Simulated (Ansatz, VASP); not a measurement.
## Two plane-wave programs on La

```
La
1.0
     3.34620    0.00000    0.00000
     0.00000    3.34620    0.00000
     0.00000    0.00000    3.34620
La
1
Cartesian
  0.0000 0.0000 0.0000
```

Alike in both runs: task single point; functional PBEsol; k mesh 11 × 11 × 11; occupations fermi-dirac, width 0.1 eV; no spin polarisation.

```csv
,VASP,Ansatz
version,VASP 6.6.1,Ansatz 0.2.0
potentials or method,"VASP PAW PBE potentials, release 64 (La)","plane waves (420 eV) with PAW, scalar-relativistic"
plane-wave cutoff (eV),520,420
valence electrons in the cell,11,11
```

|  | VASP | Ansatz | Ansatz less VASP |
| --- | --- | --- | --- |
| pressure (GPa) | -2.4 | -2.5 | -0.08 |

With one functional, cell and mesh, what is left measures potentials, basis and numerics. Ansatz warned: «pseudo_functional_mismatch».

Caveats: the PAW data sets were made with another functional, which shifts forces and pressure a little (VASP). Spin-orbit coupling is left out, which matters for the levels of La.
